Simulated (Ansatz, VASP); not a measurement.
Two plane-wave programs on AlRu

```
Ru Al
1.0
     2.99160    0.00000    0.00000
     0.00000    2.99160    0.00000
     0.00000    0.00000    2.99160
Ru Al
1 1
Direct
  0.50000 0.50000 0.50000
  0.00000 0.00000 0.00000
```

Alike in both runs: task single point; functional PBEsol; k mesh 9 × 9 × 9; occupations fermi-dirac, width 0.05 eV; no spin polarisation.

|  | VASP | Ansatz |
| --- | --- | --- |
| version | VASP 6.6.1 | Ansatz 0.2.0 |
| potentials or method | VASP PAW PBE potentials, release 64 (Ru_pv, Al) | Ansatz PAW |
| plane-wave cutoff (eV) | 520 | 420 |
| valence electrons in the cell | 17 | 19 |

```tsv
	VASP	Ansatz	Ansatz less VASP
gap on the k mesh at the Fermi level (eV)	none	none	-
pressure (GPa)	-3.3	-3.3	-0.05
```

A gap of «none» marks a metal or a gap that the smearing closes. With one functional, cell and mesh, what is left measures potentials, basis and numerics. The two sets of potentials don't hold the same shells in valence.

Caveats: the PAW data sets were made with another functional, which shifts forces and pressure a little (VASP); the PAW data sets come from PBE, with cores solved anew for the run's functional, which leaves a small shift of forces and pressure (Ansatz).
